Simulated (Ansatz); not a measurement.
Input and command of a plane-wave DFT calculation in Ansatz:

```yaml
crystal:
  lattice:
    - [0.0, 2.0088730749, 2.0088730749]
    - [2.0088730749, 0.0, 2.0088730749]
    - [2.0088730749, 2.0088730749, 0.0]
  atoms:
    - { symbol: Ti, position: [0.0, 0.0, 0.0] }
basis:
  ecutwfc: 420
kpoints:
  mp_grid: { grid: [18, 18, 18] }
hamiltonian:
  xc: pbesol
scf:
  occupations: { method: gaussian, width: 0.1 }
output:
  forces: true
  stress: true
  eigenvalues: true
relax:
  adjacent_minimum: "off"
  f_tol: 0.008
  max_steps: 50
  cell: { stress_tol: 0.08, p_target: 3.0 }
```

```bash
ansatz run input.yaml --threads 1 --pin off --max-ram 2560MiB --backend cpu --events-out ev --progress --plain --runs-dir out
```

Processor: Arm Neoverse V2, 1 thread, on a host shared with other jobs.

**Question.** How long does it run, and how much memory does it take?

**Answer.** About 6.9 s on 1 thread of Arm Neoverse V2, with other jobs on the host, peak memory 0.32 GiB. It solves 10 bands at 195 k points (the mesh reduced by symmetry) with about 331 plane waves (on the last cell), in 17 SCF iterations over 4 ionic steps.
